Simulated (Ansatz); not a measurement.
# MgO (Fm-3m) in Ansatz: settings compared

One crystal, MgO, is run at these levels: PBE, RPBE, HSEsol; tasks: single point, relaxation of cell and atoms.

Everything below comes from runs of Ansatz 0.2.0. Logs are shortened: lines on timing, memory, paths and dates and some standing lists are left out, and cuts for length are marked.

**What was measured.**

From “Electronic structure of alkaline earth and post-transition metal oxides”, 2009, arxiv:0908.1581, for a bulk crystal of MgO: band gap 7.83 eV.

The results are compared with them further down.

### Step 1. The crystal as given

It takes space group Fm-3m (No. 225, cubic). Conventional cell: a = 4.194 Å, b = 4.194 Å, c = 4.194 Å, α = 90.00°, β = 90.00°, γ = 90.00°. Mg (site symmetry m-3m) has 6 O at 2.10 Å as nearest neighbours. O (site symmetry m-3m) is surrounded by 6 Mg at 2.10 Å.

The cell is a database's computed one.

### Step 2. Single point, PBE

Input file input.yaml:

```yaml
crystal:
  lattice:
    - [0.0, 2.0970013927, 2.0970013927]
    - [2.0970013927, 0.0, 2.0970013927]
    - [2.0970013927, 2.0970013927, 0.0]
  atoms:
    - { symbol: Mg, position: [0.0, 0.0, 0.0] }
    - { symbol: O, position: [0.5, 0.5, 0.5] }
hamiltonian:
  xc: pbe
  pseudopotentials: { kind: paw }
kpoints:
  mp_grid: { grid: [11, 11, 11] }
scf:
  occupations: { method: gaussian, width: 0.1 }
output:
  forces: true
  stress: true
  eigenvalues: true
```

Potentials or basis: Ansatz PAW.

Launch:

```bash
> ansatz run input.yaml --threads 2 --pin off --max-ram 5632MiB --backend cpu --events-out ev --progress --plain --runs-dir out
```

The program printed:

```text
Warning: RAYON_NUM_THREADS=2 ignored (pool sized by the plan → 2); use --threads N
Engine: ansatz 0.2.0, aarch64-unknown-linux-gnu
Pseudopotentials: kind: paw
Pseudopotential: Mg, paw, valence charge 10, recommended cutoff 420 eV (normal), Mg.paw.azcp
Pseudopotential: O, paw, valence charge 6, recommended cutoff 420 eV (normal), O.paw.azcp
Functional definition: PBE
  parameter kappa = 0.804
  parameter beta = 0.06672455060314922
  exchange = pbe_x(kappa = kappa, mu = beta*pi^2/3)
  correlation = pbe_c(beta = beta)
Crystal: 2 atoms, lattice volume = 18.443 Å³
Basis set: ecut = 420 eV, 339 PW (Γ), exchange–correlation on 40×40×40 points (8 copies of the dense FFT grid, shifted against one another)
Bands: 12, of which v1, the nominal top of the filled ones, is band 8 counted from 1 (7 counted from 0)
Symmetry: 48 space group operations
Space group: Fm-3m (ITA 225), of the structure as read, at distance tolerance 2.6e-5 Å
k-points: 56 of 1331
Non-local potential: Mg, projectors of the file, l = 0: 3, l = 1: 2, l = 2: 1
Non-local potential: O, projectors of the file, l = 0: 2, l = 1: 2, l = 2: 1
PAW form: soft (Blöchl's): semilocal exchange-correlation on the pseudo side does not see the compensation charge
PAW one-centre angular grid: Mg, 110 points (default); XC on 64 Gauss nodes
PAW one-centre angular grid: O, 110 points (default); XC on 64 Gauss nodes
Initial density: superposition of atomic densities (neutral atoms: chi_scale 0, normalization atom), corrected by the library's trained network
Initial wavefunctions: pseudopotential atomic-orbital guess
Functional: x = pbe(κ = 0.804, μ = 0.2195149727645171), c = pbe(β = 0.06672455060314922)
SCF iter   1: F=—  HF=-2494.121987 eV  |F-HF|=—  |Δ(HF+E_count)|=         —  Δρ=5.86e-4  dr2=8.67e-6  ethr=1.77e-3  ⟨swp⟩=5.0  Hψ=3771  notcnv=0
preconditioner: auto → none  [insulator: Δε(μ)=4.867 eV  Ē_g=18.688 eV  σ=0.100 eV  W_gap=1.00  n_scr=8 (ndim 8)  ℏωp=24.5 eV  f_vac=0.000  D(μ)=0.00/eV (n_scr^D=0)  ε∞_Penn≈2.7]
SCF iter   2: F=—  HF=-2494.122354 eV  |F-HF|=—  |Δ(HF+E_count)|=   3.67e-4  Δρ=4.09e-4  dr2=1.39e-5  ethr=5.42e-8  ⟨swp⟩=3.6  Hψ=1932  notcnv=0
SCF iter   3: F=—  HF=-2494.122376 eV  |F-HF|=—  |Δ(HF+E_count)|=   2.20e-5  Δρ=2.13e-4  dr2=3.18e-6  ethr=5.42e-8  ⟨swp⟩=2.7  Hψ=1094  notcnv=0
iter 4 did not close the SCF: its close was put off for the readings that it lacked (scf_convergence_deferred on its scf_iter line)
SCF iter   4: F=-2494.122391 eV  HF=-2494.122391 eV  |F-HF|=1.70e-8  |Δ(HF+E_count)|=   1.47e-5  Δρ=2.77e-5  dr2=4.78e-8  ethr=1.99e-8  ⟨swp⟩=2.1  Hψ=1037  notcnv=0
iter 5 did not close the SCF: its close was put off for the readings that it lacked (scf_convergence_deferred on its scf_iter line)
SCF iter   5: F=-2494.122391 eV  HF=-2494.122391 eV  |F-HF|=7.47e-9  |Δ(HF+E_count)|=   1.56e-8  Δρ=8.19e-6  dr2=6.30e-9  ethr=2.99e-10  ⟨swp⟩=2.4  Hψ=1074  notcnv=0
SCF iter   6: F=-2494.122391 eV  HF=-2494.122391 eV  |F-HF|=9.54e-10  |Δ(HF+E_count)|=   2.96e-9  Δρ=2.80e-6  dr2=6.38e-10  ethr=3.94e-11  ⟨swp⟩=1.5  Hψ=2062  notcnv=0
SCF 1 converged in 6 iterations: F = -2494.122391 eV  dr2 = 6.38e-10
SCF converged after 6 iterations
Free energy (F): -2494.122391 eV
Harris-Foulkes:  -2494.122391 eV  (|F-HF|=9.54e-10)
Internal energy: -2494.122391 eV  (E = F + TS)
E sigma→0 (E₀):  -2494.122391 eV
Fermi energy:    10.731831 eV
--- Per-component energies (eV) ---
  E_band       = -289.824704
  E_kinetic    = 256.228107
  E_local      = -1594.291191  (includes V_loc(G=0)·N_el)
  E_nonlocal   = 142.843502
  E_hartree    = 551.485669
  E_xc         = -105.411153
  E_vxc        = -135.097025  (∫ρ·V_xc dr)
  E_paw        = -450.061188  (= ΣΔE_a)
  E_vpaw       = -62.481079  (= ΣTr[D̂ρ^β])
  E_aug_tail   = 0.002518  (compensation charges beyond the density's cutoff)
  E_ewald      = -1294.918655
  E_smearing   = -0.000000  (= −TS)
  E_closure    = -0.000000  (closes the sum)
  Σ components = -2494.122391   (vs F -2494.122391, Δ=0.00e0)
--- Forces (eV/Å), atoms counted from 1 ---
  atom   1  Mg    -0.00000000     0.00000000    -0.00000000
  atom   2  O      0.00000000    -0.00000000    -0.00000000
  max |Σ_I F_I| component: 1.51e-29 eV/Å
--- Stress (GPa, compression-positive) ---
        6.907524       0.000000      -0.000000
        0.000000       6.907524       0.000000
       -0.000000       0.000000       6.907524
  P = ⅓ Tr σ = 6.9075 GPa (69.075 kbar)
--- Band table (eV; the first three rows and the last of 56) ---
  k-point 0: bands = ["-63.9555", "-30.6748", "-30.6748", "-30.6748", "-9.0220", "8.2960", "8.2960", "8.2960", "13.1654", "24.1918", "24.1918", "24.1918"]
  k-point 1: bands = ["-63.9547", "-30.6821", "-30.6755", "-30.6755", "-8.9294", "7.7456", "8.2390", "8.2390", "13.6950", "23.0919", "24.3956", "24.3956"]
  k-point 2: bands = ["-63.9528", "-30.7017", "-30.6774", "-30.6774", "-8.6707", "6.5696", "8.0896", "8.0896", "14.7693", "21.6442", "24.8524", "24.8524"]
  k-point 55: bands = ["-63.9433", "-30.7309", "-30.7275", "-30.7046", "-7.3919", "5.1787", "5.3886", "6.6519", "19.6291", "20.3185", "20.6405", "24.2964"]
```

Wall time 0.6 s (2 threads of Arm Neoverse V1, shared host); peak memory 0.25 GiB.

What came out:

| Property | Result |
| --- | --- |
| Free energy | -2494.1224 eV |
| Pressure | 6.9 GPa |
| Band gap on the k mesh | 4.87 eV, direct |

Caveat: odd divisions of the mesh miss points on the zone boundary, where band edges often lie, so the gap on the mesh can be too wide; the pressure holds a Pulay correction of +0.6 GPa for the finite cutoff.

### Step 3. Single point, RPBE

input.yaml: that of step 2 with these lines changed.

```diff
@@ -9,3 +9,3 @@
 hamiltonian:
-  xc: pbe
+  xc: rpbe
   pseudopotentials: { kind: paw }
@@ -14,3 +14,3 @@
 scf:
-  occupations: { method: gaussian, width: 0.1 }
+  occupations: { method: gaussian, width: 0.05 }
 output:
```

Potentials or basis: Ansatz PAW.

Launch:

```bash
> ansatz run input.yaml --threads 2 --pin off --max-ram 5632MiB --backend cpu --events-out ev --progress --plain --runs-dir out
```

It took 0.63 s on 2 threads of Arm Neoverse V1, shared host; peak memory 0.26 GiB.

The run converged. Its results:

```yaml
Free_energy: -2498.5378 eV
Pressure: 12.0 GPa
Band_gap_on_the_k_mesh: 4.98 eV, direct
```

Levels at points of the mesh, in eV from the valence-band top:
| k point | band 4 | band 5 | band 6 | band 7 | band 8 | band 9 | band 10 | band 11 | band 12 |
| --- | --- | --- | --- | --- | --- | --- | --- | --- | --- |
| (0.00, 0.00, 0.00) | -38.98 | -17.39 | 0.00 | 0.00 | 0.00 | 4.98 | 16.05 | 16.05 | 16.05 |

Caveat: odd divisions of the mesh miss points on the zone boundary, where band edges often lie, so the gap on the mesh can be too wide; the pressure holds a Pulay correction of +0.5 GPa for the finite cutoff; the PAW data sets come from PBE, with cores solved anew for the run's functional, which leaves a small shift of forces and pressure.

### Step 4. Relaxation of cell and atoms, HSEsol

Input file input.yaml:

```yaml
crystal:
  lattice:
    - [0.0, 2.0970013927, 2.0970013927]
    - [2.0970013927, 0.0, 2.0970013927]
    - [2.0970013927, 2.0970013927, 0.0]
  atoms:
    - { symbol: Mg, position: [0.0, 0.0, 0.0] }
    - { symbol: O, position: [0.5, 0.5, 0.5] }
hamiltonian:
  xc:
    exchange: hjs_pbesol
    correlation: pbesol
    exx: { coeff: 0.25, omega: 0.207 }
  pseudopotentials: { kind: paw }
kpoints:
  mp_grid: { grid: [6, 6, 6] }
scf:
  occupations: { method: gaussian, width: 0.1 }
output:
  forces: true
  stress: true
relax:
  f_tol: 0.01
  max_steps: 40
  cell: { stress_tol: 0.05 }
```

Launch:

```bash
> ansatz run input.yaml --threads 2 --pin off --max-ram 5632MiB --backend cpu --events-out ev --progress --plain --runs-dir out
```

It took 21 s on 2 threads of Arm Neoverse V1, shared host; peak memory 0.55 GiB.

It converged, with:

```yaml
Free_energy: -2481.6486 eV
Relaxed_volume: 9.09 Å³/atom
Relaxed_cell: a = 2.952 Å, b = 2.952 Å, c = 2.952 Å, α = 60.00°, β = 60.00°, γ = 60.00°
Space_group_after_relaxing_to_0.05_Å: Fm-3m (No. 225)
Energy_gained_by_relaxing: 0.9 meV/atom
Ionic_steps: 6
Pressure_after_relaxing: 0.0 GPa
Band_gap_on_the_k_mesh: 6.69 eV, direct
```

The path:
| step | energy change (eV) | largest force (eV/Å) | volume (Å³) |
| --- | --- | --- | --- |
| 1 | 0.0000 | 0.0000 | 18.44 |
| 2 | -0.0015 | 0.0000 | 18.33 |
| 3 | -0.0025 | 0.0000 | 18.20 |
| 4 | -0.0018 | 0.0000 | 18.20 |
| 5 | -0.0018 | 0.0000 | 18.19 |
| 6 | -0.0017 | 0.0000 | 18.19 |

Final structure:
```xyz
2
Lattice="0.0000 2.0873 2.0873 2.0873 0.0000 2.0873 2.0873 2.0873 0.0000" Properties=species:S:1:pos:R:3 pbc="T T T"
Mg    0.0000    0.0000    0.0000
O     2.0873    2.0873    2.0873
```

Levels at points of the mesh, in eV from the valence-band top:
```
             k point  band 4  band 5  band 6  band 7  band 8  band 9  band 10
  (0.00, 0.00, 0.00)  -41.25  -18.90    0.00    0.00    0.00    6.69    17.85
 (0.00, 0.00, -0.50)  -41.26  -17.42   -5.09   -0.75   -0.75    9.77    15.13
(0.00, -0.50, -0.50)  -41.28  -17.17   -4.51   -1.51   -1.51   10.78    12.15
```

Caveat: the k mesh is coarse (spacing up to 0.43 Å⁻¹), so the values aren't converged, least of all with exact exchange; the plane-wave basis is chosen anew once the cell has moved, so the energies of steps on either side of that aren't comparable; the pressure holds a Pulay correction of +0.5 GPa for the finite cutoff; the PAW data sets come from PBE, with cores solved anew for the run's functional, which leaves a small shift of forces and pressure.

### Step 5. Overview

| task | level | cell | k mesh | smearing | mesh quality | gap on the mesh (eV) | pressure (GPa) |
| --- | --- | --- | --- | --- | --- | --- | --- |
| single point | PBE | as given | 11 × 11 × 11 | gaussian 0.1 eV | not flagged | 4.87 | 6.9 |
| single point | RPBE | as given | 11 × 11 × 11 | gaussian 0.05 eV | not flagged | 4.98 | 12.0 |
| relaxation of cell and atoms | HSEsol | relaxed | 6 × 6 × 6 | gaussian 0.1 eV | coarse | 6.69 | 0.0 |

Alike in all rows: potentials or basis Ansatz PAW; no spin polarisation; cutoff (eV) 420.

Caveats: some runs use coarse meshes; odd divisions of the mesh miss points on the zone boundary, where band edges often lie, so the gap on the mesh can be too wide (some runs); the PAW data sets come from PBE, with cores solved anew for the run's functional, which leaves a small shift of forces and pressure (some runs); the plane-wave basis is chosen anew once the cell has moved, so the energies of steps on either side of that aren't comparable (some runs).

Total energies depend on the potentials used, so only differences within one code and one set of settings carry meaning.

### Step 6. How close it comes

Step 2. A measured gap of MgO is 7.83 eV (quoted in “Electronic structure of alkaline earth and post-transition metal oxides”, 2009, arxiv:0908.1581); the calculated 4.87 eV misses it by -2.96 eV. The value is that of PBE, without temperature or zero-point motion. Semilocal functionals fall short of measured gaps as a rule. The cell is a database's relaxed one, not the measured one, which moves gaps too.

Step 3. Against the measured gap of MgO, 7.83 eV (quoted in “Electronic structure of alkaline earth and post-transition metal oxides”, 2009, arxiv:0908.1581), the calculated 4.98 eV is off by -2.85 eV. The value is that of RPBE, without temperature or zero-point motion. Semilocal functionals fall short of measured gaps as a rule. The cell is a database's relaxed one, not the measured one, which moves gaps too.
